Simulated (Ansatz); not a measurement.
Crystal: TiO2.

```xyz
9
Lattice="5.5822 0.0000 0.0000 -2.7911 4.8343 0.0000 0.0000 0.0000 6.0825" Properties=species:S:1:pos:R:3 pbc="T T T"
Ti    2.6065    0.0000    2.0275
Ti   -1.3033    2.2573    4.0550
Ti    1.4878    2.5770    0.0000
O     0.8672    4.1161    0.7339
O     3.6583    0.7182    3.3210
O     0.3400    2.0253    4.7889
O     3.1311    2.8091    5.3485
O    -1.2072    3.5273    2.7614
O     1.5840    1.3071    1.2936
```

Measurements of this composition are mostly on another form, of space group No. 141.

| Item | Value |
| --- | --- |
| Program | Ansatz 0.2.0 |
| Task | relaxation of cell and atoms |
| Functional | PBE |
| Potentials or basis | Ansatz PAW |
| Cutoff | 420 eV (not typed: the program's choice for these potentials) |
| k mesh | 5 × 5 × 4 |
| Occupations | fermi-dirac, width 0.05 eV |
| Spin | no spin polarisation |

At the start: volume 18.24 Å³/atom.

Where does the relaxation end?

It ends after 17 steps and the volume is 20.09 Å³/atom (+10.2 %); space group P6_422 (No. 181, to 0.05 Å).

The path:
| step | energy change (eV) | largest force (eV/Å) | volume (Å³) |
| --- | --- | --- | --- |
| 1 | 0.0000 | 0.0509 | 164.14 |
| 2 | -0.0067 | 0.0261 | 166.51 |
| 3 | -0.0069 | 0.0668 | 169.73 |
| 4 | -0.0106 | 0.0235 | 173.11 |
| 5 | -0.0078 | 0.0047 | 174.90 |
| 6 | -0.0063 | 0.0041 | 175.61 |
| 7 | -0.0060 | 0.0028 | 175.75 |
| 8 | -0.0499 | 0.0028 | 175.75 |
| 9 | -0.0337 | 0.0938 | 182.16 |
| 10 | -0.0473 | 0.0107 | 180.30 |
| 11 | -0.0466 | 0.0015 | 180.62 |
| 12 | -0.0461 | 0.0032 | 180.80 |
| 13 | -0.0462 | 0.0021 | 180.80 |
| 14 | -0.0465 | 0.0005 | 180.72 |
| 15 | -0.0606 | 0.0005 | 180.72 |
| 16 | -0.0603 | 0.0006 | 180.85 |
| 17 | -0.0604 | 0.0006 | 180.85 |

Final structure:
```
Ti O
1.0
     5.74954    0.00000    0.00000
    -2.87477    4.97925    0.00000
     0.00000    0.00000    6.31703
Ti O
3 6
Direct
  0.50018 0.00000 0.33333
  0.00000 0.50018 0.66667
  0.49982 0.49982 0.00000
  0.57411 0.78672 0.16692
  0.78739 0.21328 0.49974
  0.21261 0.42589 0.83359
  0.78672 0.57411 0.83308
  0.21328 0.78739 0.50026
  0.42589 0.21261 0.16641
```

Caveat: the plane-wave basis is chosen anew once the cell has moved, so the energies of steps on either side of that aren't comparable; the pressure holds a Pulay correction of +0.4 GPa for the finite cutoff.
